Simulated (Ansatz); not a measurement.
# ZnSe (Fm-3m): energy and pressure against volume

One table from this session's results is given with a row withheld; the runs are named, their logs left out.

Method: DFT PBE, scalar-relativistic, plane waves, PAW, in Ansatz 0.2.0.

## The system as given

The structure is cubic, space group Fm-3m (No. 225). Conventional cell: a = 5.368 Å, b = 5.368 Å, c = 5.368 Å, α = 90.00°, β = 90.00°, γ = 90.00°. Around Se (site symmetry m-3m) lie 6 Zn at 2.68 Å. Zn (site symmetry m-3m) is surrounded by 6 Se at 2.68 Å.

Structure file:

```xyz
2
Lattice="0.0000 2.6840 2.6840 2.6840 0.0000 2.6840 2.6840 2.6840 0.0000" Properties=species:S:1:pos:R:3 pbc="T T T"
Se    0.0000    0.0000    0.0000
Zn    2.6840    2.6840    2.6840
```

This cell comes from an earlier session at PBE: 19.335 Å³/atom at 0.01 GPa, on a 12×12×12 mesh.

The first run:

input.yaml

```yaml
crystal:
  lattice:
    - [0.0, 2.6477298122, 2.6477298122]
    - [2.6477298122, 0.0, 2.6477298122]
    - [2.6477298122, 2.6477298122, 0.0]
  atoms:
    - { symbol: Se, position: [0.0, 0.0, 0.0] }
    - { symbol: Zn, position: [0.5, 0.5, 0.5] }
basis:
  ecutwfc: 420
  ecutrho_ratio: 4
kpoints:
  mp_grid: { grid: [12, 12, 12] }
hamiltonian:
  xc: pbe
scf:
  occupations: { method: gaussian, width: 0.05 }
output:
  forces: true
  stress: true
  eigenvalues: true
```

Started as:

```console
ansatz run input.yaml --threads 1 --pin off --max-ram 2560MiB --backend cpu --events-out ev --progress --plain --runs-dir out
```

Steps of the session up to this table: Volume × 0.96; Volume × 1.04; Volume × 0.92; Volume × 0.88; Volume × 0.84; Volume × 0.8.

One of the session's tables, all rows but one given; the rest of the session is left out.

| volume (Å³/atom) | energy above the lowest (meV/atom) | pressure (GPa) |
| --- | --- | --- |
| 15.468 | 257.6 | 26.3 |
| 16.242 | ? | ? |
| 17.015 | 77.8 | 12.1 |
| 17.788 | 31.8 | 7.1 |
| 18.562 | 7.4 | 3.2 |
| 19.335 | 0.0 | 0.0 |
| 20.109 | 6.3 | -2.5 |

Estimate the missing values for volume (Å³/atom) = 16.242.

Worked estimate for «energy above the lowest (meV/atom)». A straight line through the neighbours (15.468, 257.6) and (17.015, 77.8) gives 257.6 + (77.8 − 257.6) × (16.242 − 15.468) / (17.015 − 15.468) = 167.6; a parabola fitted to 3 rows on both sides gives 153.0.

The run gave: energy above the lowest (meV/atom): 150.7; pressure (GPa): 18.3. In «energy above the lowest (meV/atom)» the line misses by +16.9 and the parabola by +2.3.

Limits of these values: Other structures may be lower in enthalpy at these pressures.
